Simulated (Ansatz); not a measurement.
## AlAs, space group F-43m: a comparison of functionals at one structure, step by step

Computed with Ansatz 0.2.0, Python API.

Typed at the interpreter:
```pycon
>>> import warnings
>>> import ansatz as az
>>> from pymatgen.core import Lattice, Structure
>>> from pymatgen.io.ase import AseAtomsAdaptor
>>> warnings.simplefilter("ignore", az.DeckWarning)
>>> pmg_structure = Structure(
...     Lattice([(0.0, 2.8304, 2.8304), (2.8304, 0.0, 2.8304), (2.8304, 2.8304, 0.0)]),
...     ["Al", "As"],
...     [
...         (0.0, 0.0, 0.0),
...         (0.25, 0.25, 0.25),
...     ],
... )
>>> xtal = az.Crystal.from_ase(AseAtomsAdaptor.get_atoms(pmg_structure))
>>> model = (
...     xtal.calculation()
...     .scf(tolerance=1e-06, extra_bands=12)
...     .occupations(az.OccupationsMethod.FIXED)
...     .kpoints(6)
...     .basis(47 * az.Ry)
...     .stress()
... )
>>> rows = []
>>> for value in ["pbesol", "lda", "pbe", "rpbe", "r2scan"]:
...     r = model.functional(value).run().report
...     rows.append((value, r["free_energy_ev"] / len(r["lattice"]["sites"]), r["n_iterations"], sum(r["stress_gpa"][i][i] for i in range(3)) / 3, r["n_kpoints"]))
...
>>> print("  functional   F/atom (eV)    iterations       P (GPa)      k-points")
  functional   F/atom (eV)    iterations       P (GPa)      k-points
>>> for row in rows:
...     print(f"{str(row[0]):>12s}  {row[1]:12.5f}  {row[2]:12d}  {row[3]:12.3f}  {row[4]:12d}")
...
      pbesol   -2669.21577             6         0.555            16
         lda   -2643.73860             6        -1.217            16
         pbe   -2697.29610             6         2.603            16
        rpbe   -2701.69377             6         4.213            16
      r2scan   -2703.11744             6         0.717            16
```

From lowest to highest: LDA (-1.2 GPa), PBEsol (0.6 GPa), r2SCAN (0.7 GPa), PBE (2.6 GPa) and RPBE (4.2 GPa). At a fixed cell a lower pressure usually means a smaller equilibrium volume, so LDA prefers the smallest cell and RPBE the largest. Gaps by band count in the reports: PBEsol 1.33 eV, LDA 1.35 eV, PBE 1.44 eV, RPBE 1.52 eV and r2SCAN 1.80 eV (Kohn-Sham values on this mesh, as a rule under measured gaps).

Reading the output:
- The program warned that this SCF threshold is loose for forces or stresses.
- Pressure is positive in compression.
- The starting cell is as deposited in a crystallographic database; the results hold for this polymorph, which needn't be the stable one.
- Total energies of different functionals can't be compared; pressures, moments and gaps at this one structure can.
- The script silences the warnings on its input, which a real study should read.
- Run time: 20 s on 1 thread of Arm Neoverse V1, on a shared host, peak memory 0.63 GiB.
